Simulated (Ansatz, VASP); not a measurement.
# Cross-check of HfO2 (HfO2 (P2_1/c)) between VASP and Ansatz, part 2 of 2

Wanted: the spread between two codes on one cell, functional and k mesh. The cell is taken from a series of runs on this material, whose earlier steps may have relaxed, scaled, displaced or heated it; both programs get it as it stands.

VASP 6.6.1 and Ansatz 0.2.0.

So far: Starting point; Ansatz: relaxation of cell and atoms, PBEsol.

## 3. VASP: relaxation of cell and atoms, PBEsol

Level of this step: PBEsol; plane waves and PAW (Hf_pv, O) (VASP).

The same cell, functional and mesh now go to VASP, with its own data sets.

Lines of VASP's logs that name or quote its potential files are left out, and so is its time.

INCAR

```
SYSTEM = HfO2
PREC = Accurate
ENCUT = 600
EDIFF = 1E-07
NELM = 120
ISMEAR = 0
SIGMA = 0.01
LREAL = .FALSE.
ALGO = Normal
GGA = PS
NBANDS = 56
LASPH = .TRUE.
LORBIT = 11
LWAVE = .FALSE.
LCHARG = .FALSE.
ISIF = 3
IBRION = 2
NSW = 80
EDIFFG = -0.005
GGA_COMPAT = .FALSE.
NELMIN = 4
EFERMI = MIDGAP
KPAR = 2
```

POSCAR

```
HfO2
1.0
    5.0941750000      0.0000000000      0.0000000000
    0.0000000000      5.1506450000      0.0000000000
   -0.8761690000      0.0000000000      5.2029530000
Hf O
4 8
Direct
    0.2760429972      0.4580008912      0.7078672439
    0.7237619119      0.9581324281      0.7920502069
    0.7239573787      0.5418738818      0.2921417895
    0.2762384639      0.0419364953      0.2079588265
    0.4480247131      0.7424312877      0.9784827962
    0.5519764986      0.2424939012      0.5214346545
    0.5519426057      0.2574434852      0.0213340386
    0.4480238773      0.7573808717      0.4785743788
    0.0684024264      0.3308323521      0.3463417794
    0.9315971136      0.8307697385      0.1537588366
    0.9315979495      0.6692365713      0.6536672540
    0.0684032623      0.1692991849      0.8462501968
```

KPOINTS

```
Automatic mesh
0
Gamma
6 6 6
0 0 0
```

The projector-augmented-wave data sets are Hf_pv and O (PBE family, release 64).

Launch:

```bash
> mpirun -np 2 vasp_std
```

Numbers of over 12 decimals in the logs are rounded to 6 here.

Output:

```text
[banner, memory and clock lines left out]
running    2 mpi-ranks, on    1 nodes
 distrk:  each k-point on    1 cores,    2 groups
 distr:  one band on    1 cores,    1 groups

 POSCAR found type information on POSCAR HfO
 POSCAR found :  2 types and      12 ions
|                                                                             |
|               ----> ADVICE to this user running VASP <----                  |
|                                                                             |
|     You enforced a specific xc type in the INCAR file but a different       |
|     [... a line on the potential file left out ...]
|     I HOPE YOU KNOW WHAT YOU ARE DOING!                                     |
|                                                                             |

 LDA part: xc-table for (Slater+PW92), standard interpolation
 POSCAR, INCAR and KPOINTS ok, starting setup
 FFT: planning ... GRIDC
 FFT: planning ... GRID_SOFT
 FFT: planning ... GRID
 WAVECAR not read
 entering main loop
       N       E                     dE             d eps       ncg     rms          rms(c)
DAV:   1     0.604520172653E+03    0.60452E+03   -0.54470E+04 12544   0.176E+03
DAV:   2    -0.109192560281E+03   -0.71371E+03   -0.69220E+03 15832   0.433E+02
DAV:   3    -0.146435463131E+03   -0.37243E+02   -0.37081E+02 14640   0.882E+01
DAV:   4    -0.146944532038E+03   -0.50907E+00   -0.50805E+00 15728   0.112E+01
DAV:   5    -0.146952237071E+03   -0.77050E-02   -0.77028E-02 14880   0.130E+00    0.114E+02
DAV:   6    -0.127864862170E+03    0.19087E+02   -0.98113E+01 13920   0.396E+01    0.930E+01
DAV:   7    -0.127471317661E+03    0.39354E+00   -0.54320E+00 15408   0.114E+01    0.499E+01
DAV:   8    -0.127430682715E+03    0.40635E-01   -0.39514E-01 14592   0.345E+00    0.908E+00
DAV:   9    -0.127396268084E+03    0.34415E-01   -0.14610E-01 14264   0.200E+00    0.441E+00
DAV:  10    -0.127394540964E+03    0.17271E-02   -0.15193E-02 15680   0.593E-01    0.329E-01
DAV:  11    -0.127394554948E+03   -0.13984E-04   -0.16026E-03 15176   0.221E-01    0.266E-01
DAV:  12    -0.127394664916E+03   -0.10997E-03   -0.40357E-04 14512   0.956E-02    0.247E-01
DAV:  13    -0.127394641750E+03    0.23166E-04   -0.12052E-04 14888   0.476E-02    0.598E-02
DAV:  14    -0.127394642994E+03   -0.12439E-05   -0.13853E-05 16544   0.193E-02    0.399E-02
DAV:  15    -0.127394643938E+03   -0.94406E-06   -0.19757E-06 14752   0.649E-03    0.103E-02
DAV:  16    -0.127394643682E+03    0.25689E-06   -0.86439E-08 10224   0.149E-03    0.642E-03
DAV:  17    -0.127394643678E+03    0.39599E-08   -0.24334E-07 11504   0.240E-03
   1 F= -.12739464E+03 E0= -.12739464E+03  d E =-.127395E+03
[... from here on, the cycles between the ionic steps are left out ...]
   2 F= -.12739028E+03 E0= -.12739028E+03  d E =0.435936E-02
  15 F= -.12740297E+03 E0= -.12740297E+03  d E =-.203904E-03
  16 F= -.12740328E+03 E0= -.12740328E+03  d E =-.516682E-03
  17 F= -.12740359E+03 E0= -.12740359E+03  d E =-.309640E-03
  18 F= -.12740381E+03 E0= -.12740381E+03  d E =-.533643E-03
  19 F= -.12740403E+03 E0= -.12740403E+03  d E =-.214897E-03
  20 F= -.12740408E+03 E0= -.12740408E+03  d E =-.264350E-03
  21 F= -.12740418E+03 E0= -.12740418E+03  d E =-.107226E-03
  22 F= -.12740421E+03 E0= -.12740421E+03  d E =-.133313E-03
  23 F= -.12740425E+03 E0= -.12740425E+03  d E =-.406315E-04
  24 F= -.12740425E+03 E0= -.12740425E+03  d E =-.424770E-04
 curvature:  -0.88 expect dE=-0.121E-04 dE for cont linesearch -0.777E-08
 trial: gam= 0.14311 g(F)=  0.113E-04 g(S)=  0.245E-05 ort =-0.129E-05 (trialstep = 0.743E+00)
 search vector abs. value=  0.172E-04
 bond charge predicted
       N       E                     dE             d eps       ncg     rms          rms(c)
DAV:   1    -0.127404256769E+03   -0.33105E-05   -0.21436E-03 12560   0.231E-01    0.381E-02
DAV:   2    -0.127404260474E+03   -0.37051E-05   -0.60248E-05 15080   0.379E-02    0.185E-02
DAV:   3    -0.127404259681E+03    0.79244E-06   -0.19695E-06 15680   0.872E-03    0.892E-03
DAV:   4    -0.127404259537E+03    0.14370E-06   -0.54099E-07 13568   0.397E-03    0.314E-03
DAV:   5    -0.127404259519E+03    0.18495E-07   -0.10827E-07  8944   0.202E-03
  25 F= -.12740426E+03 E0= -.12740426E+03  d E =-.607775E-05
 trial-energy change:   -0.000006  1 .order   -0.000006   -0.000010   -0.000001
 step:   0.8194(harm=  0.8451)  dis= 0.00022  next Energy=  -127.404260 (dE=-0.614E-05)
 reached required accuracy - stopping structural energy minimisation
```

Parts of OUTCAR (step 3):

```text
ion  position               nearest neighbor table
   1  0.276  0.458  0.708-  12 2.03  11 2.04   9 2.13   5 2.13   6 2.15   8 2.23   7 2.24   3 3.30
                             4 3.40   4 3.40   2 3.42   2 3.42   3 3.44   3 3.54
   2  0.724  0.958  0.792-  11 2.03  12 2.04  10 2.13   6 2.13   5 2.15   7 2.23   8 2.24   4 3.30
                             3 3.40   3 3.40   1 3.42   1 3.42   4 3.44   4 3.54
   3  0.724  0.542  0.292-  10 2.03   9 2.04  11 2.13   7 2.13   8 2.15   6 2.23   5 2.24   1 3.30
                             2 3.40   2 3.40   4 3.42   4 3.42   1 3.44   1 3.54
   4  0.276  0.042  0.208-   9 2.03  10 2.04  12 2.13   8 2.13   7 2.15   5 2.23   6 2.24   2 3.30
                             1 3.40   1 3.40   3 3.42   3 3.42   2 3.44   2 3.54
   5  0.448  0.742  0.978-   1 2.13   2 2.15   4 2.23   3 2.24
   6  0.552  0.242  0.521-   2 2.13   1 2.15   3 2.23   4 2.24
   7  0.552  0.257  0.021-   3 2.13   4 2.15   2 2.23   1 2.24
   8  0.448  0.757  0.479-   4 2.13   3 2.15   1 2.23   2 2.24
   9  0.068  0.331  0.346-   4 2.03   3 2.04   1 2.13
  10  0.932  0.831  0.154-   3 2.03   4 2.04   2 2.13
  11  0.932  0.669  0.654-   2 2.03   1 2.04   3 2.13
  12  0.068  0.169  0.846-   1 2.03   2 2.04   4 2.13

  LATTYP: Found a simple monoclinic cell.
 ALAT       =     5.0941750000
 B/A-ratio  =     1.0110852101
 C/A-ratio  =     1.0357339524
 COS(beta)  =    -0.1660602969

 Subroutine GETGRP returns: Found  1 space group operations
 (whereof  1 operations were pure point group operations)

The static configuration has the point symmetry C_1 .

 Found    112 irreducible k-points:

   k-points           NKPTS =    112   k-points in BZ     NKDIM =    112   number of bands    NBANDS=     56

   dimension x,y,z NGX =    42 NGY =   42 NGZ =   42
   dimension x,y,z NGXF=    84 NGYF=   84 NGZF=   84

   ENCUT  =  600.0 eV  44.10 Ry    6.64 a.u.  10.17 10.29 10.54*2*pi/ulx,y,z

   NELECT =      88.0000    total number of electrons

 k-points in reciprocal lattice and weights: Automatic mesh
   0.00000000  0.00000000  0.00000000       0.005
   0.16666667  0.00000000 -0.00000000       0.009
   0.33333333  0.00000000 -0.00000000       0.009
   0.50000000  0.00000000  0.00000000       0.005
   0.00000000  0.16666667  0.00000000       0.009
   0.16666667  0.16666667 -0.00000000       0.009
  -0.16666667  0.16666667  0.00000000       0.009
   0.33333333  0.16666667 -0.00000000       0.009
  -0.33333333  0.16666667  0.00000000       0.009
[...]
0.33333333  0.50000000  0.50000000       0.009
   0.50000000  0.50000000  0.50000000       0.005

 average (electrostatic) potential at core
       1 -37.2664       2 -37.2659       3 -37.2663       4 -37.2658       5 -70.5604
       6 -70.5597       7 -70.5601       8 -70.5600       9 -70.1055      10 -70.1060
      11 -70.1057      12 -70.1057

 E-fermi :   5.1117

 k-point     1 :       0.0000    0.0000    0.0000
  band No.  band energies     occupation
    ...
     40       2.0804      2.00000
     41       2.4981      2.00000
     42       2.5933      2.00000
     43       2.9261      2.00000
     44       3.1304      2.00000
     45       7.5755      0.00000
     46       8.2332      0.00000
     47       8.3305      0.00000
     48       8.6407      0.00000
     49       8.8458      0.00000
    ...

 k-point     2 :       0.1667    0.0000   -0.0000
  band No.  band energies     occupation
    ...
     40       2.1394      2.00000
     41       2.4391      2.00000
     42       2.5750      2.00000
     43       2.6312      2.00000
     44       3.1069      2.00000
     45       7.7341      0.00000
     46       7.7781      0.00000
     47       8.2786      0.00000
     48       8.6020      0.00000
     49       9.0419      0.00000
    ...

 k-point     3 :       0.3333    0.0000   -0.0000
  band No.  band energies     occupation
    ...
     40       2.1861      2.00000
     41       2.3871      2.00000
     42       2.4938      2.00000
     43       2.6351      2.00000
     44       3.0576      2.00000
     45       7.2627      0.00000
     46       8.0873      0.00000
     47       8.3548      0.00000
     48       8.3559      0.00000
     49       8.9929      0.00000
    ...

  Total        0.0023754     -0.0033027      0.0013749      0.0023919      0.0013157     -0.0005585
  in kB        0.0281347     -0.0391186      0.0162846      0.0283301      0.0155830     -0.0066145
  external PRESSURE =       0.0017669 kB  Pullay stress =       0.0000000 kB

  energy-cutoff  :      600.00
  volume of cell :      135.27
      direct lattice vectors                 reciprocal lattice vectors
     5.075195676 -0.000021762 -0.001969556     0.197049680  0.000000992  0.033350374
    -0.000022011  5.156101021 -0.000023285     0.000000832  0.193944998  0.000000848
    -0.874945135 -0.000018857  5.169586913     0.000075074  0.000000874  0.193451760

 POSITION                                       TOTAL-FORCE (eV/Angst)
 -----------------------------------------------------------------------------------
      0.78818      2.35782      3.65795         0.000301     -0.001276     -0.000326
      2.97458      4.93583      4.09438        -0.001527      0.000523     -0.001943
      3.41205      2.79815      1.50954        -0.000553     -0.000432      0.000185
      1.22564      0.22007      1.07312         0.001608      0.000956      0.001336
      1.41039      3.82440      5.06928        -0.001851     -0.000228      0.000204
      2.35234      1.24638      2.68298         0.002087      0.000291      0.000638
      2.78984      1.33147      0.09822         0.001807      0.000543     -0.000179
      1.84785      3.90960      2.48449        -0.001886     -0.000786     -0.000213
      0.06520      1.74200      1.75891        -0.001090      0.001496     -0.001412
      4.57256      4.32008      0.82372        -0.001018     -0.000854      0.002190
      4.13500      3.41391      3.40854         0.001176     -0.001338      0.001589
     -0.37229      0.83578      4.34371         0.000946      0.001104     -0.002068
 -----------------------------------------------------------------------------------
    total drift:                               -0.000077     -0.000013     -0.000035

  FREE ENERGIE OF THE ION-ELECTRON SYSTEM (eV)
  ---------------------------------------------------
  free  energy   TOTEN  =      -127.4042595190 eV

  energy  without entropy=     -127.4042595190  energy(sigma->0) =     -127.40425952

 reached required accuracy - stopping structural energy minimisation

 total charge
# of ion       s       p       d       tot
------------------------------------------
    1        0.323   6.668   1.529   8.520
    2        0.323   6.668   1.529   8.521
    3        0.323   6.668   1.529   8.520
    4        0.323   6.668   1.529   8.521
    5        1.550   3.538   0.000   5.088
    6        1.550   3.538   0.000   5.088
    7        1.550   3.538   0.000   5.088
    8        1.550   3.538   0.000   5.088
    9        1.555   3.544   0.000   5.099
   10        1.555   3.544   0.000   5.099
   11        1.555   3.544   0.000   5.099
   12        1.555   3.544   0.000   5.099
--------------------------------------------------
tot         13.711  55.002   6.117  74.829

[... 3 further parts left out ...]
```

The gap is read on the k-mesh alone, so it is an upper bound where the band edges lie off the mesh. Harder data sets than Hf_pv exist (the GW ones), and pressures, volumes and forces can shift noticeably with them. The PAW data sets were made with PBE, which is usual practice but a small mismatch for other functionals.

## 4. Side by side

Known differences besides the potentials themselves: fixed occupations in Ansatz, narrow Gaussian smearing in VASP; the data sets hold 152 valence electrons in Ansatz (on its PAW soft_1 files) and 88 in VASP; the cutoff is 420 eV in Ansatz and 600 eV in VASP; Ansatz makes its cores anew for this functional, VASP keeps those of its PBE data sets; Ansatz adds a Pulay correction to the stress that steers its cell, VASP none. Total energies have different zeros and are not compared.

Both answers:

```
                                         quantity  Ansatz    VASP  difference
                                      volume (Å³)  137.12  135.27     +1.37 %
edge a after relaxation, in the typed setting (Å)   5.096   5.075     +0.41 %
edge b after relaxation, in the typed setting (Å)   5.178   5.156     +0.42 %
edge c after relaxation, in the typed setting (Å)   5.271   5.243     +0.53 %
```

## 5. Results

```
difference in volume (relaxation of cell and atoms, PBEsol) : 1.4 %
```

What this shows: The difference in volume is 1.4 % (relaxation of cell and atoms, PBEsol), beyond the 1.2 % picked in this series as the mark of a large difference, as far as the stopping tolerances let one tell. The data sets hold unlike numbers of valence electrons (152 in Ansatz and 88 in VASP), so part of the differences comes from the potentials. What causes the difference of the relaxation of cell and atoms, PBEsol pair stays open here. Such differences can come from data sets, numerical settings and the points named under the comparisons, not from the functional's error against experiment.

[Lines on the potential files, build, host, timing and source positions are cut from VASP's logs without a mark.]

[Logs are printed without paths, hosts, clocks, repeated set-up lines and the standing remarks that a program may print on its own settings, such as how far it seeks lower states.]

[Hosts, paths, dates, database ids (printed as entryN), source tags and the programs' standing remarks are cut or masked in the printed files.]
